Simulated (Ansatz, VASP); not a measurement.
## Al2Ru: VASP beside Ansatz

```xyz
3
Lattice="-1.5604 1.5604 4.2218 1.5604 -1.5604 4.2218 1.5604 1.5604 -4.2218" Properties=species:S:1:pos:R:3 pbc="T T T"
Al    0.0000    0.0000    5.5660
Al    0.0000    0.0000    2.8776
Ru    0.0000    0.0000    0.0000
```

Alike in both runs: task single point; functional PBEsol; k mesh 9 × 9 × 9; occupations gaussian, width 0.01 eV; no spin polarisation.

|  | VASP | Ansatz |
| --- | --- | --- |
| version | VASP 6.6.1 | Ansatz 0.2.0 |
| potentials or method | VASP PAW PBE potentials, release 64 (Al, Ru_pv) | scalar-relativistic, plane waves, PAW |
| plane-wave cutoff (eV) | 520 | 420 |
| valence electrons in the cell | 20 | 22 |

```csv
,VASP,Ansatz,Ansatz less VASP
gap on the k mesh at the Fermi level (eV),none,none,-
pressure (GPa),-0.4,-0.4,-0.07
largest component of the traceless stress (GPa),0.54,0.56,+0.022
rms of the force components (eV/Å),0.026,0.026,+0.0004
```

Atom by atom the forces differ by 0.000 eV/Å (rms over components). A gap of «none» marks a metal or a gap that the smearing closes. The functional is the same, so the differences come from potentials, cutoffs and numerics. The two sets of potentials don't hold the same shells in valence.

Caveats: the PAW data sets were made with another functional, which shifts forces and pressure a little (VASP).
